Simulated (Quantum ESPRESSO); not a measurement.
# Si (Fd-3m) in Quantum ESPRESSO: notebook

One crystal, Si, is run at these levels: LDA, PBE, WC, revPBE; tasks: phonons.

Program: Quantum ESPRESSO 7.5. These are calculated values, not measurements. Logs are shortened: lines on timing, memory, paths and dates and some standing lists are left out, and cuts for length are marked.

**1. Starting point**

The structure is cubic, space group Fd-3m (No. 227). The conventional cell has a = 5.444 Å, b = 5.444 Å, c = 5.444 Å, α = 90.00°, β = 90.00°, γ = 90.00°. Around Si (site symmetry -43m) lie 4 Si at 2.36 Å.

**2. Phonons, LDA**

pw.in reads:

```
&CONTROL
  calculation = 'scf'
  prefix = 'pwscf'
  outdir = './tmp'
  pseudo_dir = './pseudo'
  tprnfor = .true.
  tstress = .true.
  disk_io = 'low'
/
&SYSTEM
  ibrav = 0
  nat = 2
  ntyp = 1
  ecutwfc = 45
  ecutrho = 360
  nbnd = 9
  occupations = 'smearing'
  smearing = 'fd'
  degauss = 0.00367493
/
&ELECTRONS
  conv_thr = 4d-10
  electron_maxstep = 120
  mixing_beta = 0.5
/
ATOMIC_SPECIES
Si    28.0850 si_lda_v1.uspp.F.UPF
CELL_PARAMETERS bohr
   0.0000000000    5.1435532945    5.1435532945
   5.1435532945    0.0000000000    5.1435532945
   5.1435532945    5.1435532945    0.0000000000
ATOMIC_POSITIONS bohr
Si     5.1435532945    5.1435532945    5.1435532945
Si     7.7153299417    7.7153299417    7.7153299417
K_POINTS automatic
6 6 6 1 1 1
```

relax.in reads:

```
&CONTROL
  calculation = 'vc-relax'
  prefix = 'pwscf'
  outdir = './tmp'
  pseudo_dir = './pseudo'
  tprnfor = .true.
  tstress = .true.
  disk_io = 'low'
  nstep = 40
  forc_conv_thr = 0.0001
  etot_conv_thr = 1d-06
/
&SYSTEM
  ibrav = 0
  nat = 2
  ntyp = 1
  ecutwfc = 45
  ecutrho = 360
  nbnd = 9
  occupations = 'smearing'
  smearing = 'fd'
  degauss = 0.00367493
/
&ELECTRONS
  conv_thr = 4d-10
  electron_maxstep = 120
  mixing_beta = 0.5
/
&IONS
  ion_dynamics = 'bfgs'
/
&CELL
  cell_dynamics = 'bfgs'
  press = 0
  press_conv_thr = 0.2
/
ATOMIC_SPECIES
Si    28.0850 si_lda_v1.uspp.F.UPF
CELL_PARAMETERS bohr
   0.0000000000    5.1435532945    5.1435532945
   5.1435532945    0.0000000000    5.1435532945
   5.1435532945    5.1435532945    0.0000000000
ATOMIC_POSITIONS bohr
Si     5.1435532945    5.1435532945    5.1435532945
Si     7.7153299417    7.7153299417    7.7153299417
K_POINTS automatic
6 6 6 1 1 1
```

scf2.in reads:

```
&CONTROL
  calculation = 'scf'
  prefix = 'pwscf'
  outdir = './tmp'
  pseudo_dir = './pseudo'
  tprnfor = .true.
  tstress = .true.
  disk_io = 'low'
/
&SYSTEM
  ibrav = 0
  nat = 2
  ntyp = 1
  ecutwfc = 45
  ecutrho = 360
  nbnd = 9
  occupations = 'fixed'
/
&ELECTRONS
  conv_thr = 1d-13
  electron_maxstep = 120
  mixing_beta = 0.5
  startingpot = 'file'
  startingwfc = 'file'
/
ATOMIC_SPECIES
Si    28.0850 si_lda_v1.uspp.F.UPF
CELL_PARAMETERS bohr
   0.0000000000    5.1026001067    5.1026001067
   5.1026001067    0.0000000000    5.1026001067
   5.1026001067    5.1026001067    0.0000000000
ATOMIC_POSITIONS bohr
Si     5.1026001067    5.1026001067    5.1026001067
Si     7.6539001600    7.6539001600    7.6539001600
K_POINTS automatic
6 6 6 1 1 1
```

ph.in reads:

```
phonons of Si
&INPUTPH
  prefix = 'pwscf'
  outdir = './tmp'
  tr2_ph = 1d-18
  fildyn = 'dyn'
  niter_ph = 90
  alpha_mix(1) = 0.7
  epsil = .true.
/
0.0000000000 0.0000000000 0.0000000000
```

dynmat.in reads:

```
&INPUT
  fildyn = 'dyn'
  asr = 'crystal'
  lperm = .true.
  filout = 'dynmat.disp'
  fileig = 'dynmat.eig'
/
```

dynmat_lo.in reads:

```
&INPUT
  fildyn = 'dyn'
  asr = 'crystal'
  filout = 'dynmat_lo.disp'
  fileig = 'dynmat_lo.eig'
  q(1) = 0
  q(2) = 0
  q(3) = 1
/
```

Potentials or basis: GBRV 1.5 LDA.

Run with:

```sh
$ OMP_NUM_THREADS=1 pw.x -in pw.in > pw.out
$ OMP_NUM_THREADS=1 pw.x -in relax.in > relax.out
$ OMP_NUM_THREADS=1 pw.x -in scf2.in > scf2.out
$ OMP_NUM_THREADS=1 ph.x -in ph.in > ph.out
$ OMP_NUM_THREADS=1 dynmat.x -in dynmat.in > dynmat.out
$ OMP_NUM_THREADS=1 dynmat.x -in dynmat_lo.in > dynmat_lo.out
```

pw.out:

```text
This program is part of the open-source Quantum ESPRESSO suite
     for quantum simulation of materials; please cite
[... 9 lines left out ...]
     --------------------
     sticks:   dense  smooth     PW     G-vecs:    dense   smooth      PW
     Sum        1303     649    211                31283    11017    1989

     Using Slab Decomposition

     bravais-lattice index     =            0
     lattice parameter (alat)  =       7.2741  a.u.
     unit-cell volume          =     272.1571 (a.u.)^3
     number of atoms/cell      =            2
     number of atomic types    =            1
     number of electrons       =         8.00
     number of Kohn-Sham states=            9
     kinetic-energy cutoff     =      45.0000  Ry
     charge density cutoff     =     360.0000  Ry
     scf convergence threshold =      4.0E-10
     mixing beta               =       0.5000
     number of iterations used =            8  plain     mixing
     Exchange-correlation= SLA  PZ   NOGX NOGC
                           (   1   1   0   0   0   0   0)

     celldm(1)=   7.274083  celldm(2)=   0.000000  celldm(3)=   0.000000
     celldm(4)=   0.000000  celldm(5)=   0.000000  celldm(6)=   0.000000

     crystal axes: (cart. coord. in units of alat)
               a(1) = (   0.000000   0.707107   0.707107 )
               a(2) = (   0.707107   0.000000   0.707107 )
               a(3) = (   0.707107   0.707107   0.000000 )

     reciprocal axes: (cart. coord. in units 2 pi/alat)
               b(1) = ( -0.707107  0.707107  0.707107 )
               b(2) = (  0.707107 -0.707107  0.707107 )
               b(3) = (  0.707107  0.707107 -0.707107 )

     PseudoPot. # 1 for Si read from file:
     si_lda_v1.uspp.F.UPF
     Pseudo is Ultrasoft + core correction, Zval =  4.0
     Generated by new atomic code, or converted to UPF format
     Using radial grid of  899 points,  6 beta functions with:
                l(1) =   0
                l(2) =   0
                l(3) =   1
                l(4) =   1
                l(5) =   2
                l(6) =   2
     Q(r) pseudized with  8 coefficients,  rinner =    0.900   0.900   0.900
                                                       0.900   0.900

     atomic species   valence    mass     pseudopotential
     Si                4.00    28.08500     Si( 1.00)

     48 Sym. Ops., with inversion, found (24 have fractional translation)

   Cartesian axes

     site n.     atom                  positions (alat units)
         1        Si     tau(   1) = (   0.7071068   0.7071068   0.7071068  )
         2        Si     tau(   2) = (   1.0606602   1.0606602   1.0606602  )

     number of k points=    28  Fermi-Dirac smearing, width (Ry)=  0.0037
                       cart. coord. in units 2pi/alat
        k(    1) = (   0.0589256   0.0589256   0.0589256), wk =   0.0185185
        k(    2) = (   0.1767767   0.1767767  -0.0589256), wk =   0.0555556
        k(    3) = (   0.2946278   0.2946278  -0.1767767), wk =   0.0555556
        k(    4) = (  -0.2946278  -0.2946278   0.4124790), wk =   0.0555556
        k(    5) = (  -0.1767767  -0.1767767   0.2946278), wk =   0.0555556
        k(    6) = (  -0.0589256  -0.0589256   0.1767767), wk =   0.0555556
[... 20 lines left out ...]
        k(   27) = (   0.2946278   0.2946278   0.2946278), wk =   0.0185185
        k(   28) = (  -0.2946278  -0.2946278   0.8838835), wk =   0.0555556

     Dense  grid:    31283 G-vectors     FFT dimensions: (  48,  48,  48)

     Smooth grid:    11017 G-vectors     FFT dimensions: (  32,  32,  32)

     Initial potential from superposition of free atoms

     starting charge       7.9988, renormalised to       8.0000
     Starting wfcs are    8 randomized atomic wfcs +    1 random wfcs

     Self-consistent Calculation

     iteration #  1     ecut=    45.00 Ry     beta= 0.50
     Davidson diagonalization with overlap
     ethr =  1.00E-02,  avg # of iterations =  5.3

     Threshold (ethr) on eigenvalues was too large:
     Diagonalizing with lowered threshold

     Davidson diagonalization with overlap
     ethr =  6.96E-04,  avg # of iterations =  1.7

     total energy              =     -19.26024461 Ry
     estimated scf accuracy    <       0.05745113 Ry

     iteration #  2     ecut=    45.00 Ry     beta= 0.50
     Davidson diagonalization with overlap
     ethr =  7.18E-04,  avg # of iterations =  1.1

     total energy              =     -19.25956114 Ry
     estimated scf accuracy    <       0.00866039 Ry

     iteration #  3     ecut=    45.00 Ry     beta= 0.50
     Davidson diagonalization with overlap
     ethr =  1.08E-04,  avg # of iterations =  2.5

     total energy              =     -19.26007256 Ry
     estimated scf accuracy    <       0.00016996 Ry

     iteration #  4     ecut=    45.00 Ry     beta= 0.50
     Davidson diagonalization with overlap
     ethr =  2.12E-06,  avg # of iterations =  5.5

     total energy              =     -19.26013891 Ry
     estimated scf accuracy    <       0.00000273 Ry

     iteration #  5     ecut=    45.00 Ry     beta= 0.50
     Davidson diagonalization with overlap
     ethr =  3.41E-08,  avg # of iterations =  3.6

     total energy              =     -19.26014266 Ry
     estimated scf accuracy    <       0.00000007 Ry

     iteration #  6     ecut=    45.00 Ry     beta= 0.50
     Davidson diagonalization with overlap
     ethr =  9.28E-10,  avg # of iterations =  2.2

     total energy              =     -19.26014267 Ry
     estimated scf accuracy    <          2.1E-09 Ry

     iteration #  7     ecut=    45.00 Ry     beta= 0.50
     Davidson diagonalization with overlap
     ethr =  2.63E-11,  avg # of iterations =  2.8

     End of self-consistent calculation

          k = 0.0589 0.0589 0.0589 (  1390 PWs)   bands (ev):

    -5.8915   5.0616   5.7898   5.7898   8.4575   8.6677   8.6677   9.7408
    13.3907

          k = 0.1768 0.1768-0.0589 (  1381 PWs)   bands (ev):

    -5.4162   2.9776   4.5459   5.5821   8.5372   9.0600   9.3999  11.5039
    12.3599

          k = 0.2946 0.2946-0.1768 (  1394 PWs)   bands (ev):

    -4.3260   0.2194   4.0819   4.9469   8.0157   9.4434   9.4711  13.2518
    13.4653

          k =-0.2946-0.2946 0.4125 (  1395 PWs)   bands (ev):

    -3.6267  -0.9246   4.1486   4.5663   7.8574   9.1460   9.5876  13.6630
    14.8526

          k =-0.1768-0.1768 0.2946 (  1388 PWs)   bands (ev):

    -4.7373   1.0647   4.6240   4.6470   8.1135   9.1717   9.9760  11.8091
    14.4187

          k =-0.0589-0.0589 0.1768 (  1398 PWs)   bands (ev):

    -5.6516   3.9884   5.1430   5.3249   8.1835   9.0669   9.5652  10.6623
    12.5005

          k = 0.2946 0.0589 0.0589 (  1376 PWs)   bands (ev):

    -5.1758   2.7907   4.3920   4.4142   7.5867   9.7163  10.5478  10.7782
    13.3544

          k = 0.4125 0.1768-0.0589 (  1389 PWs)   bands (ev):

    -4.2678   0.9586   3.0669   4.0246   7.9800   9.5901  10.4059  11.8725
    14.6983

          k =-0.1768-0.4125 0.5303 (  1390 PWs)   bands (ev):

    -3.1517  -0.7905   2.4615   3.7977   8.2223   9.7837  11.7461  12.1048
    14.0849

          k =-0.0589-0.2946 0.4125 (  1384 PWs)   bands (ev):

    -3.8736   0.2672   2.4190   4.2849   8.8274   9.4615  11.1216  11.6186
    13.8475

          k = 0.0589-0.1768 0.2946 (  1378 PWs)   bands (ev):

    -4.9508   1.9559   3.7657   4.9541   8.4763   9.3544  10.4284  10.7438
    13.1725

          k = 0.5303 0.0589 0.0589 (  1387 PWs)   bands (ev):

    -3.5589   0.1373   3.0392   3.3881   6.7399   7.7095  13.3968  13.4695
    16.8081

          k =-0.0589-0.5303 0.6482 (  1385 PWs)   bands (ev):

    -2.3659  -1.1959   2.1867   2.9731   7.3644   8.4913  12.9420  14.3940
    15.1005

          k = 0.0589-0.4125 0.5303 (  1388 PWs)   bands (ev):

    -2.7333  -0.8649   1.6978   3.5199   7.9874  10.9020  11.8837  12.5517
    13.2392

          k = 0.1768-0.2946 0.4125 (  1395 PWs)   bands (ev):

    -3.7607  -0.4212   3.3658   4.3853   8.4321   9.0710  10.4105  12.5861
    14.8392

          k =-0.6482 0.0589 0.0589 (  1382 PWs)   bands (ev):

    -2.4585  -1.2045   2.7697   3.1734   6.6199   7.1920  14.8785  14.9485
    16.6423

          k =-0.5303 0.1768-0.0589 (  1382 PWs)   bands (ev):

    -3.3901  -0.0851   2.5093   3.3146   7.5798   8.8574  11.5965  13.4072
    16.0200

          k =-0.4125 0.0589 0.0589 (  1384 PWs)   bands (ev):

    -4.4731   1.4958   3.5838   3.8092   7.0691   8.6235  11.8784  12.0929
    15.0630

          k = 0.1768 0.1768 0.1768 (  1378 PWs)   bands (ev):

    -5.1872   1.9989   5.1780   5.1780   7.8292   9.3949   9.3949  12.6277
    13.1059

          k = 0.2946 0.2946 0.0589 (  1389 PWs)   bands (ev):

    -4.5097   1.0707   3.0283   5.0104   8.6209   9.8845  10.0158  11.9129
    12.2615

          k =-0.2946-0.2946 0.6482 (  1386 PWs)   bands (ev):

    -3.3325  -0.3640   1.9169   4.2239   7.8706  11.1936  11.2526  12.9563
    13.1894

          k =-0.1768-0.1768 0.5303 (  1383 PWs)   bands (ev):

    -3.2810  -0.4430   2.3984   3.7416   7.3690  10.2929  11.5487  11.7903
    15.9505

          k = 0.4125 0.1768 0.1768 (  1385 PWs)   bands (ev):

    -4.0865   0.2639   3.4943   4.1141   7.8604  10.0888  10.7758  10.8908
    15.6415

          k =-0.1768-0.4125 0.7660 (  1386 PWs)   bands (ev):

    -3.0867  -0.4739   2.0182   3.3074   9.0800   9.6150  10.5906  13.3246
    13.9043

          k =-0.0589-0.2946 0.6482 (  1391 PWs)   bands (ev):

    -2.2580  -1.2034   1.8530   2.6352   8.8743  10.1346  10.9422  12.3199
    15.0357

          k =-0.7660 0.1768 0.1768 (  1383 PWs)   bands (ev):

    -2.4675  -1.1118   1.7259   3.5474   7.0868  10.0088  12.9502  13.0986
    14.6817

          k = 0.2946 0.2946 0.2946 (  1392 PWs)   bands (ev):

    -3.9963  -0.5244   4.7922   4.7922   7.3866   9.2898   9.2898  13.5252
    15.1498

          k =-0.2946-0.2946 0.8839 (  1392 PWs)   bands (ev):

    -3.3921  -0.8238   2.9382   4.3511   8.0292   9.8979  10.2824  13.7756
    14.3189

     the Fermi energy is     6.1932 ev

!    total energy              =     -19.26014267 Ry
     estimated scf accuracy    <          2.1E-11 Ry
     smearing contrib. (-TS)   =      -0.00000083 Ry
     internal energy E=F+TS    =     -19.26014185 Ry

     The total energy is F=E-TS. E is the sum of the following terms:
     one-electron contribution =       4.98754150 Ry
     hartree contribution      =       1.12023744 Ry
     xc contribution           =      -8.61126177 Ry
     ewald contribution        =     -16.75665902 Ry

     convergence has been achieved in   7 iterations

     Forces acting on atoms (cartesian axes, Ry/au):

     atom    1 type  1   force =    -0.00000000    0.00000000   -0.00000000
     atom    2 type  1   force =     0.00000000   -0.00000000    0.00000000

     Total force =     0.000000     Total SCF correction =     0.000000

     Computing stress (Cartesian axis) and pressure

          total   stress  (Ry/bohr**3)                   (kbar)     P=      -22.01
  -0.00014964  -0.00000000   0.00000000          -22.01       -0.00        0.00
  -0.00000000  -0.00014964   0.00000000           -0.00      -22.01        0.00
   0.00000000   0.00000000  -0.00014964            0.00        0.00      -22.01

=------------------------------------------------------------------------------=
   JOB DONE.
=------------------------------------------------------------------------------=
```

Run time: 4 min. Hardware: 1 thread of Intel Xeon at 2.50GHz (Skylake/Cascade Lake), shared host; peak memory 0.15 GiB.

What came out:

* Free energy: -262.0543 eV
* Relaxed volume: 19.69 Å³/atom
* Relaxed cell: a = 3.819 Å, b = 3.819 Å, c = 3.819 Å, α = 60.00°, β = 60.00°, γ = 60.00°
* Space group after relaxing (to 0.05 Å): Fd-3m (No. 227)
* Pressure after relaxing: 0.0 GPa
* Electronic dielectric tensor (diagonal): 13.38
* Born charges (mean of the diagonal): Si -0.01 e
* Highest phonon frequency at Γ: 514 cm⁻¹
* Static dielectric tensor (diagonal): 13.38

The path:
```tsv
step	energy change (eV)	largest force (eV/Å)	pressure (GPa)	volume (Å³)
1	0.0000	0.0000	-2.20	40.33
2	-0.0048	0.0000	-1.20	39.88
3	-0.0067	0.0000	0.05	39.35
4	-0.0067	0.0000	0.00	39.37
```

Final structure:
```yaml
crystal:
  lattice:
    - [0.00000, 2.70018, 2.70018]
    - [2.70018, 0.00000, 2.70018]
    - [2.70018, 2.70018, 0.00000]
  atoms:
    - { symbol: Si, position: [0.50000, 0.50000, 0.50000] }
    - { symbol: Si, position: [0.75000, 0.75000, 0.75000] }
```

Levels at points of the mesh, in eV from the valence-band top:
| k point | band 1 | band 2 | band 3 | band 4 | band 5 | band 6 | band 7 | band 8 | band 9 |
| --- | --- | --- | --- | --- | --- | --- | --- | --- | --- |
| (0.08, 0.08, 0.08) | -11.84 | -0.72 | 0.00 | 0.00 | 2.72 | 2.90 | 2.90 | 4.18 | 7.61 |

Phonon frequencies in cm⁻¹ (negative: imaginary):
| q point | frequencies |
| --- | --- |
| (0.000, 0.000, 0.000) | -8 -8 -8 514 514 514 |

Electronic dielectric tensor:
```
13.38  0.00  0.00
 0.00 13.38  0.00
 0.00  0.00 13.38
```

Born effective charge tensors (e):
atom 1, Si
```
-0.01  0.00  0.00
 0.00 -0.01  0.00
 0.00  0.00 -0.01
```
atom 2, Si
```
-0.01  0.00  0.00
 0.00 -0.01  0.00
 0.00  0.00 -0.01
```

Optical modes at Γ, degenerate ones joined, polar ones without the macroscopic field:
| cm⁻¹ | components | symmetry | active in | IR intensity, summed ((D/Å)²/amu) |
| --- | --- | --- | --- | --- |
| 514 | 3 | T2g | Raman | 0.00 |

Static dielectric tensor, electrons and zone-centre modes:
```
13.38  0.00  0.00
 0.00 13.38  0.00
 0.00  0.00 13.38
```

Caveat: the mesh is thin for the dielectric tensor, Born charges and intensities, which usually come out too large.

(Continued in part 2 of 4.)
